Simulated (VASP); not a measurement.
A run of VASP 6.6.1:

File INCAR:

```
SYSTEM = Ni
PREC = Accurate
ENCUT = 600
EDIFF = 1E-7
ISMEAR = 1
SIGMA = 0.1
LREAL = .False.
LASPH = .True.
NELM = 150
ALGO = Normal
ISIF = 3
LWAVE = .False.
LCHARG = .False.
ISPIN = 2
MAGMOM = 0.7
LORBIT = 11
LMAXMIX = 4
GGA = PE
IBRION = 2
NSW = 90
EDIFFG = -0.005
AMIX = 0.2
BMIX = 1E-4
AMIX_MAG = 0.8
BMIX_MAG = 1E-4
```

The input KPOINTS:

```
Automatic mesh
0
Gamma
  22 22 22
  0 0 0
```

POSCAR

```
Ni                                      
1.0
    0.0000000000      1.7590428523      1.7590428523
    1.7590428523      0.0000000000      1.7590428523
    1.7590428523      1.7590428523     -0.0000000000
  Ni            
     1
Direct
     0.0000000000000000    0.0000000000000000    0.0000000000000000
```

Potentials or basis: VASP PAW PBE potentials, release 64 (Ni).

Run with:

```sh
$ cat potpaw_PBE.64/Ni/POTCAR > POTCAR
$ mpirun -np 1 vasp_std > vasp.out
```

Hardware: 1 thread of Intel(R) Xeon(R) Platinum 8488C (Sapphire Rapids) (shared host).

Question: Estimate the wall time of this run.

Answer: It took 81 s on 1 thread of Intel(R) Xeon(R) Platinum 8488C (Sapphire Rapids), with other jobs on the host, peak memory 0.19 GiB. Counts: scf iterations 29, k points 328, ion steps 3.
